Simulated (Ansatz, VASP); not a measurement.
**Two plane-wave programs on EuS**

INCAR

```
PREC     = Accurate       # precision mode
ENCUT    = 520            # plane-wave cutoff, eV
EDIFF    = 1E-7           # SCF threshold, eV
ISMEAR   = 0              # smearing method
SIGMA    = 0.02           # smearing width, eV
LREAL    = F              # projectors in reciprocal space
LASPH    = T              # aspherical terms in the spheres
NELM     = 150            # most SCF steps
ALGO     = Fast           # electronic algorithm
ISIF     = 2              # what is computed and relaxed
LWAVE    = F              # write WAVECAR
LCHARG   = T              # write CHGCAR
ISPIN    = 2              # spin polarisation
MAGMOM   = 7 0            # initial moments
LORBIT   = 11             # projections on sites
LMAXMIX  = 6              # l up to which the mixer works
GGA      = PE             # functional
LELF     = T              # ELF
LVHAR    = T            
NBANDS   = 22             # bands
```

File KPOINTS:

```
Automatic mesh
0
Gamma
  10 10 10
```

Contents of POSCAR:

```
EuS
1.0
    0.0000000000      2.9785000000      2.9785000000
    2.9785000000      0.0000000000      2.9785000000
    2.9785000000      2.9785000000      0.0000000000
Eu S
1 1
Direct
    0.0000000000      0.0000000000      0.0000000000
    0.5000000000      0.5000000000      0.5000000000
```

Input for Ansatz:

```yaml
crystal:
  lattice:
    - [0.0, 2.9785, 2.9785]
    - [2.9785, 0.0, 2.9785]
    - [2.9785, 2.9785, 0.0]
  atoms:
    - { symbol: Eu, position: [0.0, 0.0, 0.0], spin: 7.0 }
    - { symbol: S, position: [0.5, 0.5, 0.5] }
magnetization:
  spin_polarized: true
scf:
  occupations: { method: gaussian, width: 0.02 }
output:
  eigenvalues: true
  populations: true
  write_density: true
  write_potential: true
  elf: true
  volumetric_format: npy
hamiltonian:
  xc: pbe
kpoints:
  mp_grid: { grid: [10, 10, 10] }
```

Alike in both runs: task single point; functional PBE; k mesh 10 × 10 × 10; occupations gaussian, width 0.02 eV; collinear spin.

```csv
,VASP,Ansatz
version,VASP 6.6.1,Ansatz 0.2.0
potentials or method,"VASP PAW PBE potentials, release 64 (Eu, S)","scalar-relativistic, plane waves, PAW"
plane-wave cutoff (eV),520,420
valence electrons in the cell,23,23
```

|  | VASP | Ansatz | Ansatz less VASP |
| --- | --- | --- | --- |
| gap on the k mesh at the Fermi level (eV) | none | none | - |
| net moment per atom (μB) | 3.49 | 3.50 | +0.003 |
| size of the moment on the site where the two differ most (μB) | 6.59 | 6.76 | +0.172 |

Site moments also hang on the region over which each program counts them. A gap of «none» marks a metal or a gap that the smearing closes.

Caveats: spin-orbit coupling is left out, which moves the levels of the heavy elements; a cell with one magnetic atom can't hold antiferromagnetic order, which such compounds often take; without U or exact exchange the open f shell lies at the Fermi level, which spoils levels, moments and volumes. The state reached can hang on the start; a lower one may exist. With open d or f shells a metallic result of PBE can be an artefact of self-interaction; +U or a hybrid may open a gap.
